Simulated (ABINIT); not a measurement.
Si2Mo in ABINIT: convergence with nband

Input of the first run (nband 12); the others differ in this setting and in those tied to it:

Contents of run.abi:

```
pp_dirpath "./"
pseudos "Mo_sc.hgh, Si.hgh"

acell 3*1.0
rprim
    -3.0235617994     3.0235617994     7.4275685328
     3.0235617994    -3.0235617994     7.4275685328
     3.0235617994     3.0235617994    -7.4275685328
ntypat 2
znucl 42 14
natom 3
typat 1 2 2
xcart
     0.0000000000     0.0000000000     0.0000000000
     0.0000000000     0.0000000000     9.9083764228
     0.0000000000     0.0000000000     4.9467606429

ecut 1442.203471 eV

kptopt 1
ngkpt 10 10 10
nshiftk 1
shiftk 0.0 0.0 0.0

ixc -116133

nband 12
occopt 7
tsmear 0.1 eV

nstep 100
tolvrs 1.0e-10

iomode 3
prtwf 0
prtden 0
prteig 0
prtebands 0
enunit 2
```

Potentials or basis: HGH LDA semicore.

Launch:

```bash
$ abinit run.abi > log 2>&1
```

Hardware: 1 thread of Arm Neoverse V1 (shared host).

```
nband  energy less the tightest run, at zero smearing (meV/atom)  SCF cycles  CPU time (s)  peak memory (GiB)
   12                                                       0.00          22           570               0.21
   13                                                       0.00          13           390               0.22
   14                                                       0.00          12           400               0.23
   15                                                       0.00          12           420               0.24
   16                                                       0.00          12           450               0.24
   19                                                       0.00          12           540               0.26
   25                                                       0.00          12           710               0.31
```

Against the tightest run, the energy stays within 1 meV/atom from 12 on. The tightest run that finished is the yardstick and may itself not be fully converged.

Caveat, for the tightest run too: HGH potentials are hard and often keep d shells in the core, so these values are rough.
